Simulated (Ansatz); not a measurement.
# A film clamped to a substrate in NbP

All numbers below come from DFT PBE, scalar-relativistic, plane waves, PAW (Ansatz 0.2.0). The runs took a 420 eV cutoff, a Γ-centred 20×20×20 mesh and Gaussian smearing (0.15 eV). No spin polarisation. Energies are free energies at this smearing, counted from the undisturbed cell; pressure is positive in compression.

Zero of the scan (relaxed at this level; it needn't be the usual structure):

```
Nb P
1.0
    -1.67352    1.67352    5.71398
     1.67352   -1.67352    5.71398
     1.67352    1.67352   -5.71398
Nb P
2 2
Direct
  0.75003 0.75003 0.00000
  0.50003 0.00003 0.50000
  0.33259 0.33259 0.00000
  0.08259 0.58259 0.50000
```

The cell (4 atoms, V0 = 64.01 Å³) is strained by p along both x and y and by q along z, fractional coordinates fixed. τp = (1/V0) ∂E/∂p = (σxx + σyy)(1 + p)(1 + q) and τq = (1/V0) ∂E/∂q = σzz(1 + p)², with tension positive.

| p | q | ΔE (meV/atom) | τp (GPa) | τq (GPa) |
| --- | --- | --- | --- | --- |
| 0.000 | 0.000 | 0.00 | 0.01 | 0.04 |
| -0.040 | 0.000 | 86.58 | -45.76 | -10.37 |
| 0.040 | 0.000 | 69.36 | 32.81 | 8.06 |
| 0.000 | -0.040 | 24.67 | -9.81 | -12.96 |
| 0.000 | 0.040 | 20.98 | 8.46 | 10.02 |

**Question.** Get the second derivatives of the energy density.

**Answer.** Central differences give A = ∂τp/∂p = 982 GPa (C11 + C22 + 2 C12), C = ∂τq/∂q = 287 GPa (C33) and the cross term B = ∂τq/∂p = 230 GPa (C13 + C23); ∂τp/∂q = 228 GPa must equal B, and any difference shows higher-order terms. Steps this large leave an error of some per cent of A or C in all of these, which can swamp a small B. The ions are clamped.

**Question.** A film of this crystal grows with z along the normal on a substrate that imposes p. How does its thickness respond, and what does the misfit cost?

**Answer.** Count p and q from the stress-free cell. A free surface needs τq = 0, so q = −(B/C) p = -0.80 p. The energy density left is (A − B²/C) p²/2 = M p², with the biaxial modulus M = 399 GPa; a misfit of 1 % costs 3.98 meV/atom, against 4.90 meV/atom if the thickness were held.

At p = 0.080 the energies along q are 222.7 (q = -0.080), 211.7 (q = -0.040), 248.8 (q = 0.000), 321.9 (q = 0.040), 421.8 (q = 0.080) meV/atom.

**Question.** Does the linear rule hold at this misfit?

**Answer.** A parabola through the lowest point and its neighbours has its minimum at q = -0.051, 210.0 meV/atom. With the stress left in the starting cell, τp0 and τq0, linear elasticity gives q = −(τq0 + Bp)/C = -0.064 and E = V0(τp0 p + τq0 q + Ap²/2 + Bpq + Cq²/2)/N = 254.7 meV/atom. The energies differ by more than a tenth, so the quadratic law fails here: the gap holds the anharmonic part, with some error from the wide steps. Cubic terms also shift the vertex of so wide a parabola.

Forces appear on the atoms along this scan, and letting them relax would lower the energy and soften the response. In a metal these slopes depend on the k mesh and the smearing.

Letting the thickness adjust recovers only a modest part of the misfit energy, because most of the cost lies in the in-plane deformation itself. The contraction along z also falls well short of conserving volume, so a stretched film becomes less dense. This fits a network of directional Nb d–P p bonds, which resists changes of bond angle as well as of bond length.

In both strain directions compression costs more than an equal extension, as expected when short-range repulsion rises steeply while stretched bonds weaken. The same asymmetry explains the large tensile misfit, where the film costs 210.0 meV/atom instead of the harmonic 254.7 and probably thins less than the linear rule predicts. Under equally large compressive misfit the error should change sign, with the harmonic law probably underestimating the cost.

The biaxial modulus therefore describes small misfits, not the whole range scanned. Because x and y are always strained together, C11 and C12 remain unseparated, and the response to uniaxial in-plane strain or the resistance to in-plane shear can't be inferred.
